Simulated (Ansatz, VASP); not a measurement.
## In: VASP beside Ansatz

```
In
1.0
    -1.86975    1.85713    1.91387
     1.83353   -1.91280    1.93333
     1.85852    1.90157   -1.96954
In
1
Direct
  0.99990 0.99783 0.00147
```

Change from the starting cell: cell strained at random at fixed volume.

Alike in both runs: task single point; functional PBE; k mesh 10 × 10 × 10; occupations fermi-dirac, width 0.05 eV; no spin polarisation.

|  | VASP | Ansatz |
| --- | --- | --- |
| version | VASP 6.6.1 | Ansatz 0.2.0 |
| potentials or method | VASP PAW PBE potentials, release 64 (In_d) | Ansatz PAW |
| plane-wave cutoff (eV) | 520 | 420 |
| valence electrons in the cell | 13 | 13 |

```tsv
	VASP	Ansatz	Ansatz less VASP
gap on the k mesh at the Fermi level (eV)	none	none	-
pressure (GPa)	1.5	1.6	+0.04
largest component of the traceless stress (GPa)	0.68	0.68	-0.002
```

A gap of «none» marks a metal or a gap that the smearing closes. The functional is the same, so the differences come from potentials, cutoffs and numerics.
